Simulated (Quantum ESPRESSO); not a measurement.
# InP: zone-centre phonons under several settings

```
In P
1.0
     0.00000    2.93050    2.93050
     2.93050    0.00000    2.93050
     2.93050    2.93050    0.00000
In P
1 1
Direct
  0.00000 0.00000 0.00000
  0.75000 0.75000 0.75000
```

All runs used Quantum ESPRESSO 7.5; no spin polarisation; occupations smeared at first, fixed for the response.

```csv
level,potentials,k mesh (s: shifted),geometry,cutoff (eV),volume (Å³/atom),pressure (GPa),lowest optical mode without the field (cm⁻¹),sum of the Born charges (e)
rev-vdW-DF2,PseudoDojo 0.4.1 SR PBE standard,8 × 8 × 8s,"given cell, atoms relaxed",952,25.17,2.5,303,0.00
WC,PseudoDojo 0.4.1 SR PBE standard,8 × 8 × 8s,relaxed cell,952,25.55,0.0,296,0.00
BLYP,PseudoDojo 0.4.1 SR PBE standard,8 × 8 × 8s,"given cell, atoms relaxed",952,25.17,?,?,?
PBEsol,PseudoDojo 0.4.1 SR PBEsol standard,4 × 4 × 4s,relaxed cell,952,25.43,0.0,296,-0.09
LDA,GBRV 1.5 LDA,8 × 8 × 8s,relaxed cell,612,24.55,-0.1,305,0.01
```

Problem. What stands in the row left open?

Solution. Pressure 6.9 GPa; lowest optical mode without the field 308 cm⁻¹; sum of the Born charges 0.00 e.

Caveats: the potentials were made for another functional, which shifts forces and pressure (some runs); the cell is more than 3 GPa from zero pressure, which shifts response properties (some runs).

For the row left open. Caveat: the potentials were made for another functional, which shifts forces and pressure; the cell is more than 3 GPa from zero pressure, which shifts response properties.
